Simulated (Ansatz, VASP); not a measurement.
CdSe: VASP beside Ansatz

INCAR

```
PREC = Accurate
ENCUT = 520
EDIFF = 1E-6
ISMEAR = -1
SIGMA = 0.05
LREAL = F
LASPH = T
NELM = 60
ALGO = Normal
ISIF = 2
LWAVE = F
LCHARG = F
GGA = PE
NBANDS = 16
```

The input KPOINTS:

```
Automatic mesh
0
Gamma
  8 8 8
```

Contents of POSCAR:

```
CdSe
1.0
    3.5329877371      0.0000000000      0.0000000000
    0.0000000000      3.5329877371      0.0000000000
    0.0000000000      0.0000000000      3.5329877371
Cd Se
1 1
Direct
    0.5000000000      0.5000000000      0.5000000000
    0.0000000000      0.0000000000      0.0000000000
```

Contents of input.yaml:

```yaml
crystal:
  lattice:
    - [3.5329877371, 0.0, 0.0]
    - [0.0, 3.5329877371, 0.0]
    - [0.0, 0.0, 3.5329877371]
  atoms:
    - { symbol: Cd, position: [0.5, 0.5, 0.5] }
    - { symbol: Se, position: [0.0, 0.0, 0.0] }
hamiltonian:
  xc: pbe
  pseudopotentials: { kind: paw }
kpoints:
  mp_grid: { grid: [8, 8, 8] }
scf:
  occupations: { method: fermi_dirac, width: 0.05 }
output:
  forces: true
  stress: true
  eigenvalues: true
  write_density: true
  write_potential: true
  elf: true
  volumetric_format: npy
```

The cell was built by a generator and needn't be a form met in nature.

Alike in both runs: task single point; functional PBE; k mesh 8 × 8 × 8; occupations fermi-dirac, width 0.05 eV; no spin polarisation.

```csv
,VASP,Ansatz
version,VASP 6.6.1,Ansatz 0.2.0
potentials or method,"VASP PAW PBE potentials, release 64 (Cd, Se)",Ansatz PAW
plane-wave cutoff (eV),520,420
valence electrons in the cell,18,36
```

```tsv
	VASP	Ansatz	Ansatz less VASP
gap on the k mesh at the Fermi level (eV)	none	none	-
pressure (GPa)	1.5	1.2	-0.30
```

A gap of «none» marks a metal or a gap that the smearing closes. With one functional, cell and mesh, what is left measures potentials, basis and numerics. The two sets of potentials don't hold the same shells in valence.
